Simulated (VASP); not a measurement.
# CaF2 (Fluorite) (Fm-3m) in VASP: settings compared

One crystal, CaF2 (Fluorite), is run at these levels: PBEsol, LDA; tasks: relaxation of cell and atoms.

Program: VASP 6.6.1. These are calculated values, not measurements. Logs are shortened: lines on timing, memory, paths and dates and some standing lists are left out, and cuts for length are marked.

### Step 1. The crystal as given

The structure is cubic, space group Fm-3m (No. 225). Conventional cell: a = 5.462 Å, b = 5.462 Å, c = 5.462 Å, α = 90.00°, β = 90.00°, γ = 90.00°. Ca (site symmetry m-3m) is surrounded by 8 F at 2.37 Å. F (site symmetry -43m) is surrounded by 4 Ca at 2.37 Å.

### Step 2. Relaxation of cell and atoms, PBEsol

File INCAR:

```
ALGO     = Normal         # electronic algorithm
EDIFF    = 1E-6           # SCF threshold, eV
EDIFFG   = -0.01          # ionic threshold
ENCUT    = 600            # plane-wave cutoff, eV
GGA      = PS             # functional
IBRION   = 2              # ionic algorithm
ISIF     = 3              # what is computed and relaxed
ISMEAR   = 0              # smearing method
KPAR     = 2            
LASPH    = T              # aspherical terms in the spheres
LCHARG   = F              # write CHGCAR
LREAL    = F              # projectors in reciprocal space
LWAVE    = F              # write WAVECAR
NELM     = 80             # most SCF steps
NSW      = 90             # ionic steps
PREC     = Accurate       # precision mode
SIGMA    = 0.03           # smearing width, eV
```

File KPOINTS:

```
k-points
0
Gamma
  8 8 8
```

File POSCAR:

```
CaF2
1.0
    0.0000000000      2.7310000000      2.7310000000
    2.7310000000      0.0000000000      2.7310000000
    2.7310000000      2.7310000000      0.0000000000
Ca F
1 2
Direct
    0.0000000000      0.0000000000      0.0000000000
    0.2500000000      0.2500000000      0.2500000000
    0.7500000000      0.7500000000      0.7500000000
```

Potentials or basis: VASP PAW PBE potentials, release 64 (Ca_sv, F).

Command:

```bash
cat potpaw_PBE.64/Ca_sv/POTCAR potpaw_PBE.64/F/POTCAR > POTCAR
mpirun -np 2 vasp_std > vasp.out
```

OUTCAR:

```text
EDIFF = 1E-6
   EDIFFG = -0.01
   ENCUT = 600
   GGA = PS
   IBRION = 2
   ISIF = 3
   ISMEAR = 0
   LASPH = T
   LREAL = F
   NELM = 80
   NSW = 90
   PREC = Accurate

 ion  position               nearest neighbor table
   1  0.000  0.000  0.000-   3 2.37   3 2.37   3 2.37   2 2.37   3 2.37   2 2.37   2 2.37   2 2.37

   2  0.250  0.250  0.250-   1 2.37   1 2.37   1 2.37   1 2.37
   3  0.750  0.750  0.750-   1 2.37   1 2.37   1 2.37   1 2.37

  LATTYP: Found a face centered cubic cell.
 ALAT       =     5.4620000000

  Lattice vectors:

 A1 = (   0.0000000000,   2.7310000000,   2.7310000000)
 A2 = (   2.7310000000,   0.0000000000,   2.7310000000)
 A3 = (   2.7310000000,   2.7310000000,   0.0000000000)

Analysis of symmetry for initial positions (statically):
=====================================================================
 Subroutine PRICEL returns:
 Original cell was already a primitive cell.

 Routine SETGRP: Setting up the symmetry group for a
 face centered cubic supercell.

 Subroutine GETGRP returns: Found 48 space group operations
 (whereof 48 operations were pure point group operations)
 out of a pool of 48 trial point group operations.

The static configuration has the point symmetry O_h .

Analysis of symmetry for dynamics (positions and initial velocities):
=====================================================================
 Subroutine PRICEL returns:
 Original cell was already a primitive cell.

 Routine SETGRP: Setting up the symmetry group for a
 face centered cubic supercell.

 Subroutine GETGRP returns: Found 48 space group operations
 (whereof 48 operations were pure point group operations)
 out of a pool of 48 trial point group operations.

The dynamic configuration has the point symmetry O_h .

 Subroutine INISYM returns: Found 48 space group operations
 (whereof 48 operations are pure point group operations),
 and found     1 'primitive' translations

----------------------------------------------------------------------------------------

                                     Primitive cell

  volume of cell :      40.7376

  direct lattice vectors                    reciprocal lattice vectors
     0.000000000  2.731000000  2.731000000    -0.183083120  0.183083120  0.183083120
     2.731000000  0.000000000  2.731000000     0.183083120 -0.183083120  0.183083120
     2.731000000  2.731000000  0.000000000     0.183083120  0.183083120 -0.183083120

  length of vectors
     3.862217239  3.862217239  3.862217239     0.317109265  0.317109265  0.317109265

  position of ions in fractional coordinates (direct lattice)
     0.000000000  0.000000000  0.000000000
     0.250000000  0.250000000  0.250000000
     0.750000000  0.750000000  0.750000000

  ion indices of the primitive-cell ions
   primitive index   ion index
                 1           1
                 2           2
                 3           3

----------------------------------------------------------------------------------------

 KPOINTS: k-points

Automatic generation of k-mesh.
 Grid dimensions read from file:
 generate k-points for:    8    8    8

 Generating k-lattice:

  Cartesian coordinates                     Fractional coordinates (reciprocal lattice)
    -0.022885390  0.022885390  0.022885390     0.125000000  0.000000000  0.000000000
     0.022885390 -0.022885390  0.022885390     0.000000000  0.125000000  0.000000000
     0.022885390  0.022885390 -0.022885390     0.000000000  0.000000000  0.125000000

  Length of vectors
     0.039638658  0.039638658  0.039638658

  Shift w.r.t. Gamma in fractional coordinates (k-lattice)
     0.000000000  0.000000000  0.000000000

[... 68 lines left out ...]
   IMIX   =      4    mixing-type and parameters
     AMIX     =   0.40;   BMIX     =  1.00
     AMIX_MAG =   1.60;   BMIX_MAG =  1.00
  volume/ion in A,a.u.               =      13.58        91.64
  Fermi-wavevector in a.u.,A,eV,Ry     =   1.372398  2.593457 25.626266  1.883477
  Thomas-Fermi vector in A             =   2.498009
   LORBIT       =      0    0 simple, 1 ext, 2 COOP (PROOUT), +10 PAW based schemes
   GGA     = PS    functional components
   LHFCALC =     F    Hartree Fock is set to
   AEXX    =    0.0000 exact exchange contribution
   IVDW    =     0    specifies the selected vdW correction
   LEPSILON=     F    determine dielectric tensor
   LRPA    =     F    only Hartree local field effects (RPA)
 conjugate gradient relaxation of ions
 non-spin polarized calculation
 Gauss-broadening in eV      SIGMA  =   0.03
  energy-cutoff  :      600.00
  volume of cell :       40.74
 maximum number of plane-waves:      1380
   NGX = 15   NGY = 15   NGZ = 15

--------------------------------------- Ionic step        1  -------------------------------------------

 number of electron      23.9999989 magnetization

 Free energy of the ion-electron system (eV)
  ---------------------------------------------------
  ext. energy  EPLUGINS =         0.00000000
  ---------------------------------------------------
  free energy    TOTEN  =       -17.90250683 eV

  energy without entropy =      -17.90250683  energy(sigma->0) =      -17.90250683

 E-fermi :  -0.9173     XC(G=0):  -9.8972

 val. band max:       -1.0855183580   @ k =   0.5000   0.5000   0.0000
 cond. band min:       6.0091032785   @ k =   0.0000   0.0000   0.0000
 fundamental gap:      7.0946216365
 Fermi energy:        -0.9173301471

 k-point     1 :       0.0000    0.0000    0.0000
  band No.  band energies     occupation
      1     -36.8953      2.00000
      2     -20.9080      2.00000
      3     -20.1183      2.00000
      4     -17.9198      2.00000
      5     -17.9198      2.00000
      6     -17.9198      2.00000
[... 435 lines left out ...]
      5     -17.7593      2.00000
      6     -17.5003      2.00000
[... 8 lines left out ...]
     15       8.7270      0.00000
     16       9.1849      0.00000

 [... further k-points ...]

------------------------ aborting loop because EDIFF is reached ----------------------------------------

  FORCE on cell =-STRESS in cart. coord.  units (eV):
  Direction    XX          YY          ZZ          XY          YZ          ZX
  --------------------------------------------------------------------------------------
  -------------------------------------------------------------------------------------
  Total       -0.4254481     -0.4254481     -0.4254481      0.0000000      0.0000000      0.0000000
  in kB      -16.7325472    -16.7325472    -16.7325472      0.0000000      0.0000000      0.0000000
  external PRESSURE =     -16.7325472 kB  Pullay stress =       0.0000000 kB

 VOLUME and BASIS-vectors are now :
 -----------------------------------------------------------------------------
  energy-cutoff  :      600.00
  volume of cell :       40.74
      direct lattice vectors                 reciprocal lattice vectors
     0.000000000  2.731000000  2.731000000    -0.183083120  0.183083120  0.183083120
     2.731000000  0.000000000  2.731000000     0.183083120 -0.183083120  0.183083120
     2.731000000  2.731000000  0.000000000     0.183083120  0.183083120 -0.183083120

 POSITION                                       TOTAL-FORCE (eV/Angst)
 -----------------------------------------------------------------------------------
      0.00000      0.00000      0.00000        -0.000000      0.000000     -0.000000
      1.36550      1.36550      1.36550         0.000000     -0.000000      0.000000
      4.09650      4.09650      4.09650         0.000000      0.000000     -0.000000
 -----------------------------------------------------------------------------------
    total drift:                                0.000000     -0.000000      0.000000

  FREE ENERGIE OF THE ION-ELECTRON SYSTEM (eV)
  ---------------------------------------------------
  free  energy   TOTEN  =       -17.9025068336 eV

  energy  without entropy=      -17.9025068336  energy(sigma->0) =      -17.90250683

--------------------------------------- Ionic step        2  -------------------------------------------

 number of electron      23.9999987 magnetization

 Free energy of the ion-electron system (eV)
  ---------------------------------------------------
  ext. energy  EPLUGINS =         0.00000000
  ---------------------------------------------------
  free energy    TOTEN  =       -17.90698348 eV

  energy without entropy =      -17.90698348  energy(sigma->0) =      -17.90698348

 E-fermi :  -0.8324     XC(G=0): -10.0041

 val. band max:       -0.9750570615   @ k =   0.5000   0.5000   0.0000
 cond. band min:       6.2378121224   @ k =   0.0000   0.0000   0.0000
 fundamental gap:      7.2128691839
 Fermi energy:        -0.8324008019

 k-point     1 :       0.0000    0.0000    0.0000
  band No.  band energies     occupation
      1     -36.6876      2.00000
      2     -20.8488      2.00000
      3     -20.0266      2.00000
      4     -17.7121      2.00000
      5     -17.7121      2.00000
      6     -17.7121      2.00000
[... 435 lines left out ...]
      5     -17.5469      2.00000
      6     -17.2768      2.00000
[... 8 lines left out ...]
     15       8.9664      0.00000
     16       9.4282      0.00000

 [... further k-points ...]

------------------------ aborting loop because EDIFF is reached ----------------------------------------

  FORCE on cell =-STRESS in cart. coord.  units (eV):
  Direction    XX          YY          ZZ          XY          YZ          ZX
  --------------------------------------------------------------------------------------
  -------------------------------------------------------------------------------------
  Total        0.0004001      0.0004001      0.0004001      0.0000000      0.0000000      0.0000000
  in kB        0.0160631      0.0160631      0.0160631      0.0000000      0.0000000      0.0000000
  external PRESSURE =       0.0160631 kB  Pullay stress =       0.0000000 kB

 VOLUME and BASIS-vectors are now :
 -----------------------------------------------------------------------------
  energy-cutoff  :      600.00
  volume of cell :       39.91
      direct lattice vectors                 reciprocal lattice vectors
     0.000000000  2.712315641  2.712315641    -0.184344326  0.184344326  0.184344326
     2.712315641  0.000000000  2.712315641     0.184344326 -0.184344326  0.184344326
     2.712315641  2.712315641  0.000000000     0.184344326  0.184344326 -0.184344326

 POSITION                                       TOTAL-FORCE (eV/Angst)
 -----------------------------------------------------------------------------------
      5.42463      2.71232      2.71232         0.000000      0.000000     -0.000000
      1.35616      1.35616      1.35616         0.000000     -0.000000      0.000000
      4.06847      4.06847      4.06847        -0.000000      0.000000     -0.000000
 -----------------------------------------------------------------------------------
    total drift:                                0.000000     -0.000000      0.000000

  FREE ENERGIE OF THE ION-ELECTRON SYSTEM (eV)
  ---------------------------------------------------
  free  energy   TOTEN  =       -17.9069834807 eV

  energy  without entropy=      -17.9069834807  energy(sigma->0) =      -17.90698348

 reached required accuracy - stopping structural energy minimisation
```

Run time: 14 s. Hardware: 2 MPI ranks of Intel Xeon Platinum 8559C (Emerald Rapids), shared host; peak memory 0.19 GiB.

Results:

- Free energy: -17.9070 eV
- Relaxed volume: 13.30 Å³/atom
- Relaxed cell: a = 3.836 Å, b = 3.836 Å, c = 3.836 Å, α = 60.00°, β = 60.00°, γ = 60.00°
- Space group after relaxing (to 0.05 Å): Fm-3m (No. 225)
- Energy gained by relaxing: 1.5 meV/atom
- Ionic steps: 2
- Pressure after relaxing: 0.0 GPa
- Band gap on the k mesh: 7.21 eV, indirect (least direct gap 7.47 eV)

Step by step:
```csv
step,energy change (eV),largest force (eV/Å),pressure (GPa),volume (Å³)
1,0.0000,0.0000,-1.67,40.74
2,-0.0045,0.0000,0.00,39.91
```

Final structure:
```xyz
3
Lattice="0.0000 2.7123 2.7123 2.7123 0.0000 2.7123 2.7123 2.7123 0.0000" Properties=species:S:1:pos:R:3 pbc="T T T"
Ca    5.4246    2.7123    2.7123
F     1.3562    1.3562    1.3562
F     4.0685    4.0685    4.0685
```

Caveat: the PAW data sets were made with another functional, which shifts forces and pressure a little. A k mesh can miss the band edges.

### Step 3. Relaxation of cell and atoms, PBEsol

This run uses another cell than the first one, of 13.30 Å³/atom, 0.980 times its volume.

Edit INCAR of step 2 so:

```diff
@@ -1,4 +1,4 @@
 ALGO     = Normal         # electronic algorithm
-EDIFF    = 1E-6           # SCF threshold, eV
-EDIFFG   = -0.01          # ionic threshold
+EDIFF    = 1E-7           # SCF threshold, eV
+EDIFFG   = -0.005         # ionic threshold
 ENCUT    = 600            # plane-wave cutoff, eV
```

KPOINTS is that of step 2.

File POSCAR:

```
CaF2                                    
1.0
    0.0000000000      2.7123156406      2.7123156406
    2.7123156406      0.0000000000      2.7123156406
    2.7123156406      2.7123156406      0.0000000000
  Ca              F             
     1     2
Direct
     0.0000000000000000    1.0000000000000000    1.0000000000000000
     0.2500000000000000    0.2500000000000000    0.2500000000000000
     0.7500000000000000    0.7500000000000000    0.7500000000000000
```

Potentials or basis: VASP PAW PBE potentials, release 64 (Ca_sv, F).

Command:

```bash
cat potpaw_PBE.64/Ca_sv/POTCAR potpaw_PBE.64/F/POTCAR > POTCAR
mpirun -np 2 vasp_std > vasp.out
```

OUTCAR:

```text
EDIFF = 1E-7
   EDIFFG = -0.005
   ENCUT = 600
   GGA = PS
   IBRION = 2
   ISIF = 3
   ISMEAR = 0
   LASPH = T
   LREAL = F
   NELM = 80
   NSW = 90
   PREC = Accurate

 ion  position               nearest neighbor table
   1  0.000  0.000  0.000-   3 2.35   3 2.35   3 2.35   2 2.35   3 2.35   2 2.35   2 2.35   2 2.35

   2  0.250  0.250  0.250-   1 2.35   1 2.35   1 2.35   1 2.35
   3  0.750  0.750  0.750-   1 2.35   1 2.35   1 2.35   1 2.35

  LATTYP: Found a face centered cubic cell.
 ALAT       =     5.4246312812

  Lattice vectors:

 A1 = (   0.0000000000,   2.7123156406,   2.7123156406)
 A2 = (   2.7123156406,   0.0000000000,   2.7123156406)
 A3 = (   2.7123156406,   2.7123156406,   0.0000000000)

Analysis of symmetry for initial positions (statically):
=====================================================================
 Subroutine PRICEL returns:
 Original cell was already a primitive cell.

 Routine SETGRP: Setting up the symmetry group for a
 face centered cubic supercell.

 Subroutine GETGRP returns: Found 48 space group operations
 (whereof 48 operations were pure point group operations)
 out of a pool of 48 trial point group operations.

[... 170 lines left out ...]
 fundamental gap:      7.2121958303
 Fermi energy:        -0.8323310173

 k-point     1 :       0.0000    0.0000    0.0000
  band No.  band energies     occupation
      1     -36.6875      2.00000
      2     -20.8487      2.00000
      3     -20.0265      2.00000
      4     -17.7121      2.00000
      5     -17.7121      2.00000
      6     -17.7121      2.00000
[... 433 lines left out ...]
      3     -20.6697      2.00000
      4     -17.7884      2.00000
      5     -17.5468      2.00000
      6     -17.2767      2.00000
[... 8 lines left out ...]
     15       8.9665      0.00000
     16       9.4282      0.00000

 [... further k-points ...]

------------------------ aborting loop because EDIFF is reached ----------------------------------------

  FORCE on cell =-STRESS in cart. coord.  units (eV):
  Direction    XX          YY          ZZ          XY          YZ          ZX
  --------------------------------------------------------------------------------------
  -------------------------------------------------------------------------------------
  Total        0.0064938      0.0064938      0.0064938      0.0000000      0.0000000      0.0000000
  in kB        0.2607097      0.2607097      0.2607097      0.0000000      0.0000000      0.0000000
  external PRESSURE =       0.2607097 kB  Pullay stress =       0.0000000 kB

 VOLUME and BASIS-vectors are now :
 -----------------------------------------------------------------------------
  energy-cutoff  :      600.00
  volume of cell :       39.91
      direct lattice vectors                 reciprocal lattice vectors
     0.000000000  2.712315641  2.712315641    -0.184344326  0.184344326  0.184344326
     2.712315641  0.000000000  2.712315641     0.184344326 -0.184344326  0.184344326
     2.712315641  2.712315641  0.000000000     0.184344326  0.184344326 -0.184344326

 POSITION                                       TOTAL-FORCE (eV/Angst)
 -----------------------------------------------------------------------------------
      0.00000      0.00000      0.00000        -0.000000     -0.000000      0.000000
      1.35616      1.35616      1.35616        -0.000000     -0.000000      0.000000
      4.06847      4.06847      4.06847         0.000000      0.000000     -0.000000
 -----------------------------------------------------------------------------------
    total drift:                                0.000000     -0.000000      0.000000

  FREE ENERGIE OF THE ION-ELECTRON SYSTEM (eV)
  ---------------------------------------------------
  free  energy   TOTEN  =       -17.9047246458 eV

  energy  without entropy=      -17.9047246458  energy(sigma->0) =      -17.90472465

 reached required accuracy - stopping structural energy minimisation
```

CONTCAR:

```text
CaF2
   1.00000000000000
     0.0000000000000000    2.7123156406000000    2.7123156406000000
     2.7123156406000000    0.0000000000000000    2.7123156406000000
     2.7123156406000000    2.7123156406000000    0.0000000000000000
  Ca              F
     1     2
Direct
     0.0000000000000000    0.0000000000000000    0.0000000000000000
     0.2500000000000000    0.2500000000000000    0.2500000000000000
     0.7500000000000000    0.7500000000000000    0.7500000000000000

  0.00000000E+00  0.00000000E+00  0.00000000E+00
  0.00000000E+00  0.00000000E+00  0.00000000E+00
  0.00000000E+00  0.00000000E+00  0.00000000E+00
```

Wall time 8.7 s (2 MPI ranks of Intel Xeon Platinum 8559C (Emerald Rapids), shared host); peak memory 0.17 GiB.

What came out:

```
Free energy             : -17.9047 eV
Pressure after relaxing : 0.0 GPa
Band gap on the k mesh  : 7.21 eV, indirect (least direct gap 7.47 eV)
```

Final structure:
```xyz
3
Lattice="0.0000 2.7123 2.7123 2.7123 0.0000 2.7123 2.7123 2.7123 0.0000" Properties=species:S:1:pos:R:3 pbc="T T T"
Ca    0.0000    0.0000    0.0000
F     1.3562    1.3562    1.3562
F     4.0685    4.0685    4.0685
```

Levels at points of the mesh, in eV from the valence-band top:
```
           k point  band 10  band 11  band 12  band 13  band 14  band 15
(0.00, 0.00, 0.00)    -0.26    -0.26    -0.26     7.21     9.20     9.20
(0.50, 0.00, 0.00)    -1.28    -0.86    -0.86     9.43     9.43     9.83
(0.50, 0.50, 0.00)    -0.38    -0.38     0.00     8.07     9.59    10.18
```

Caveat: the relaxation stopped at its first step, so nothing moved; the PAW data sets were made with another functional, which shifts forces and pressure a little. A k mesh can miss the band edges.

(Part 1 of 2 ends here.)
